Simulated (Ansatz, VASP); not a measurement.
**ZnO (lda): VASP beside Ansatz**

```
Zn O
1.0
     3.18717    0.00000    0.00000
    -1.59358    2.76017    0.00000
     0.00000    0.00000    5.15231
Zn O
2 2
Direct
  0.33333 0.66667 0.50028
  0.66667 0.33333 0.00028
  0.66667 0.33333 0.37873
  0.33333 0.66667 0.87873
```

Alike in both runs: functional LDA; k mesh 9 × 9 × 6; occupations gaussian, width 0.02 eV; no spin polarisation.

Ansatz relaxed the structure, and its values are those at the end. VASP's run is a single point on that final structure, the one shown.

|  | VASP | Ansatz |
| --- | --- | --- |
| version | VASP 6.6.1 | Ansatz 0.2.0 |
| potentials or method | VASP PAW LDA potentials, release 64 (Zn, O) | scalar-relativistic, plane waves, PAW |
| plane-wave cutoff (eV) | 520 | 420 |
| valence electrons in the cell | 36 | 36 |

|  | VASP | Ansatz | Ansatz less VASP |
| --- | --- | --- | --- |
| gap on the k mesh at the Fermi level (eV) | 0.81 | 0.80 | -0.009 |
| least direct gap on the mesh (eV) | 0.81 | 0.80 | -0.009 |
| pressure (GPa) | 1.3 | 0.0 | -1.31 |

Expect the measured gap to be larger: semilocal functionals such as LDA lack the derivative discontinuity.
